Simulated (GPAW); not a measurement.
A calculation with GPAW 26.7.0 of Ge (ASE script, Cartesian positions):

Contents of run.py:

```python
import numpy as np
from ase.dft.bandgap import bandgap
from ase.io import read, write
from gpaw import GPAW, PW, setup_paths
from gpaw.response.df import DielectricFunction

setup_paths.insert(0, '.')

atoms = read('Ge.xyz')

calc = GPAW(mode=PW(450),
            xc='PBEsol',
            kpts={'size': (7, 7, 7), 'gamma': True},
            occupations={'name': 'fermi-dirac', 'width': 0.001},
            nbands=11,
            convergence={'density': 1e-06},
            maxiter=150,
            txt='gpaw.txt')
atoms.calc = calc
energy = atoms.get_potential_energy()
calc.write('gs.gpw')
write('result.traj', atoms)
print(f'Energy: {energy:.6f} eV')
print('Fermi level:', round(calc.get_fermi_level(), 4), 'eV')
print(f'Gap: {bandgap(calc)[0]:.4f} eV, direct: {bandgap(calc, direct=True)[0]:.4f} eV')

for size in [(21, 21, 21)]:
    name = 'x'.join(str(n) for n in size)
    dense = calc.fixed_density(kpts={'size': size, 'gamma': True},
                               nbands=30, convergence={'bands': 24, 'eigenstates': 1e-7},
                               update_fermi_level=True, txt=f'dense-{name}.txt')
    dense.write(f'{name}.gpw', mode='all')
    df = DielectricFunction(f'{name}.gpw', frequencies=np.array([0.0]), hilbert=False, eta=0.001,
                            ecut=80, nbands=24, intraband=False, txt=f'df-{name}.txt')
    for xc in ['RPA']:
        for direction in ['x', 'y', 'z', [0, 1, 1], [1, 0, 1], [1, 1, 0]]:
            e0, e = df.get_macroscopic_dielectric_constant(xc=xc, direction=direction)
            print(f'{name} {xc} {direction}: {e0:.4f} without, {e:.4f} with local fields')
```

Ge.xyz

```xyz
2
Lattice="0.0000000000 2.8289100000 2.8289100000 2.8289100000 0.0000000000 2.8289100000 2.8289100000 2.8289100000 0.0000000000" Properties=species:S:1:pos:R:3 pbc="T T T"
Ge     4.2433650000      4.2433650000      4.2433650000
Ge     2.8289100000      2.8289100000      2.8289100000
```

Potentials or basis: PAW data sets generated in the run's folder for this functional, pw.

Command:

```bash
$ gpaw-setup -f PBEsol Ge
$ OMP_NUM_THREADS=1 python run.py
```

Task: Write the same calculation in another form: ASE script, structure typed inline.

Result: As run:

The input run.py:

```python
import numpy as np
from ase import Atoms
from ase.dft.bandgap import bandgap
from ase.io import write
from gpaw import GPAW, PW, setup_paths
from gpaw.response.df import DielectricFunction

setup_paths.insert(0, '.')

atoms = Atoms(['Ge', 'Ge'],
              cell=[[0.0, 2.82891, 2.82891],
                    [2.82891, 0.0, 2.82891],
                    [2.82891, 2.82891, 0.0]],
              scaled_positions=[[0.75, 0.75, 0.75],
                                [0.5, 0.5, 0.5]],
              pbc=True)

calc = GPAW(mode=PW(450),
            xc='PBEsol',
            kpts={'size': (7, 7, 7), 'gamma': True},
            occupations={'name': 'fermi-dirac', 'width': 0.001},
            nbands=11,
            convergence={'density': 1e-06},
            maxiter=150,
            txt='gpaw.txt')
atoms.calc = calc
energy = atoms.get_potential_energy()
calc.write('gs.gpw')
write('result.traj', atoms)
print(f'Energy: {energy:.6f} eV')
print('Fermi level:', round(calc.get_fermi_level(), 4), 'eV')
print(f'Gap: {bandgap(calc)[0]:.4f} eV, direct: {bandgap(calc, direct=True)[0]:.4f} eV')

for size in [(21, 21, 21)]:
    name = 'x'.join(str(n) for n in size)
    dense = calc.fixed_density(kpts={'size': size, 'gamma': True},
                               nbands=30, convergence={'bands': 24, 'eigenstates': 1e-7},
                               update_fermi_level=True, txt=f'dense-{name}.txt')
    dense.write(f'{name}.gpw', mode='all')
    df = DielectricFunction(f'{name}.gpw', frequencies=np.array([0.0]), hilbert=False, eta=0.001,
                            ecut=80, nbands=24, intraband=False, txt=f'df-{name}.txt')
    for xc in ['RPA']:
        for direction in ['x', 'y', 'z', [0, 1, 1], [1, 0, 1], [1, 1, 0]]:
            e0, e = df.get_macroscopic_dielectric_constant(xc=xc, direction=direction)
            print(f'{name} {xc} {direction}: {e0:.4f} without, {e:.4f} with local fields')
```

Potentials or basis: PAW data sets generated in the run's folder for this functional, pw.

Launch:

```bash
$ gpaw-setup -f PBEsol Ge
$ OMP_NUM_THREADS=1 python run.py
```

Both were run:

|  | ASE script, Cartesian positions | ASE script, structure typed inline |
| --- | --- | --- |
| Band gap on the k mesh | 0.04 eV, direct | 0.04 eV, direct |
| Electronic dielectric tensor (diagonal) | 1509.56 | 1509.56 |

Keys that steer only the numerical path or the files written may differ.

Caveat: the gap is small at this level, which inflates the dielectric constant; the long-wavelength limit can be off by a per cent or two; an odd mesh through Γ misses points on the zone boundary, where band edges often lie.
